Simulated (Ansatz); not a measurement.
# ZnS: the cost of one run

Computed with Ansatz 0.2.0, driven from Python. Level of theory: DFT PBEsol, plane waves, PAW.

**1. Starting point**

It takes space group R3m (No. 160, trigonal). The conventional cell has a = 3.806 Å, b = 3.806 Å, c = 28.056 Å, α = 90.00°, β = 90.00°, γ = 120.00°. Around Zn (site symmetry 3m) lie 4 S at 2.33 to 2.34 Å. Around Zn (site symmetry 3m) lie 4 S at 2.33 Å. S (site symmetry 3m) is surrounded by 4 Zn at 2.33 to 2.34 Å. S (site symmetry 3m) is surrounded by 4 Zn at 2.33 Å.

No structure file is read: the coordinates are typed or built in the script.

**2. Script**

Contents of zns.py:

```python
# -*- coding: utf-8 -*-
"""Band curvature masses of ZnS."""

import ansatz as az
from ase import Atoms
import numpy as np

atoms = Atoms(
    ["Zn", "Zn", "Zn", "S", "S", "S"],
    scaled_positions=[
        (0.999971, 0.999971, 0.999971),
        (0.222269, 0.222269, 0.222269),
        (0.444613, 0.444613, 0.444613),
        (0.083267, 0.083267, 0.083267),
        (0.527842, 0.527842, 0.527842),
        (0.305363, 0.305363, 0.305363),
    ],
    cell=[
        (1.903071, 1.098739, 9.351948),
        (-1.903071, 1.098739, 9.351948),
        (0.0, -2.197477, 9.351948),
    ],
    pbc=True,
)
system = az.Crystal.from_ase(atoms)

setup = (
    system.calculation()
    .functional("pbesol")
    .pseudopotentials("paw")
    .kpoints(mesh=(6, 6, 6), center="gamma")
    .scf(tolerance=1e-10)
    .occupations("fixed")
)
# step 1: where the edges lie on the mesh
result = setup.band_table().run()
data = result.report
levels = np.array(data["eigenvalues_ev"])
filled = round(data["n_electrons"] / 2)
edges = {"top filled band": (filled - 1, levels[:, filled - 1].argmax()), "lowest empty band": (filled, levels[:, filled].argmin())}
gap = levels[:, filled].min() - levels[:, filled - 1].max()
print(f"gap on the mesh {gap:.3f} eV")
if gap <= 0.05:
    print("no gap: band-edge masses have no meaning here")
    edges = {}
reciprocal = 2 * np.pi * np.linalg.inv(result.lattice.cell_ang).T
step = 0.006  # 1/A

# second differences give the curvature tensor; masses are hbar^2/m_e = 7.61996 eV A^2 over its eigenvalues
pairs = [(0, 1), (0, 2), (1, 2)]
moves = [sign * axis for axis in np.eye(3) for sign in (-1, 1)]
moves += [s1 * np.eye(3)[i] + s2 * np.eye(3)[j] for i, j in pairs for s1 in (1, -1) for s2 in (1, -1)]
for name, (band, index) in edges.items():
    together = int(np.sum(np.abs(levels[index] - levels[index, band]) < 2e-3))
    print(name, "at k =", np.round(data["kpoints_frac"][index], 4), f"E = {levels[index, band]:.4f} eV, degeneracy {together}")
    centre = np.array(data["kpoints_frac"][index]) @ reciprocal
    points = [centre] + [centre + step * move for move in moves]
    table = setup.band_structure(points, intervals=1, cartesian=True).run().band_structure().channels[0].eigenvalues_ev
    if together > 1:
        level = np.flatnonzero(np.abs(levels[index] - levels[index, band]) < 2e-3)
        along = (table[1, level] + table[2, level] - 2 * table[0, level]) / step ** 2
        print("  degenerate level, no single mass tensor; masses of its branches along x:", np.round(7.61996 / along, 3), "m_e")
        continue
    e = table[:, band]
    hessian = np.diag((e[1:7:2] + e[2:7:2] - 2 * e[0]) / step ** 2)
    for (i, j), (pp, pm, mp, mm) in zip(pairs, e[7:].reshape(3, 4)):
        hessian[i, j] = hessian[j, i] = (pp - pm - mp + mm) / (4 * step ** 2)
    curvatures, axes = np.linalg.eigh(hessian)
    slope = (e[2:7:2] - e[1:7:2]) / (2 * step)
    print("  slope (eV A):", np.round(slope, 3) + 0.0, "" if np.abs(slope).max() < 0.05 else "- no extremum here, so these are local curvatures and no band-edge masses")
    for curvature, axis in zip(curvatures, axes.T):
        print(f"  principal mass {7.61996 / curvature:8.3f} m_e along", np.round(axis, 2) + 0.0)
```

**3. The calls as engine input**

The package turns the script's settings into the engine's input (first run):

```yaml
crystal:
  lattice:
    - [1.903071, 1.098739, 9.351948]
    - [-1.903071, 1.098739, 9.351948]
    - [0.0, -2.197477, 9.351948]
  atoms:
    - { symbol: Zn, position: [0.999971, 0.999971, 0.999971] }
    - { symbol: Zn, position: [0.222269, 0.222269, 0.222269] }
    - { symbol: Zn, position: [0.4446129999999999, 0.444613, 0.4446129999999999] }
    - { symbol: S, position: [0.083267, 0.083267, 0.08326700000000001] }
    - { symbol: S, position: [0.527842, 0.527842, 0.527842] }
    - { symbol: S, position: [0.305363, 0.305363, 0.305363] }
kpoints:
  mp_grid:
    grid: [6, 6, 6]
    shift: [0.0, 0.0, 0.0]
hamiltonian:
  xc: pbesol
  pseudopotentials:
    kind: paw
scf:
  convergence:
    dr2_threshold: 1.0e-10
  occupations:
    method: fixed
output:
  eigenvalues: true
```

**4. Launch**

Started as:

```
python zns.py
```

What time and memory should one allow on 1 thread of Arm Neoverse V2, shared host?

About 42 s, with a peak of 0.45 GiB.
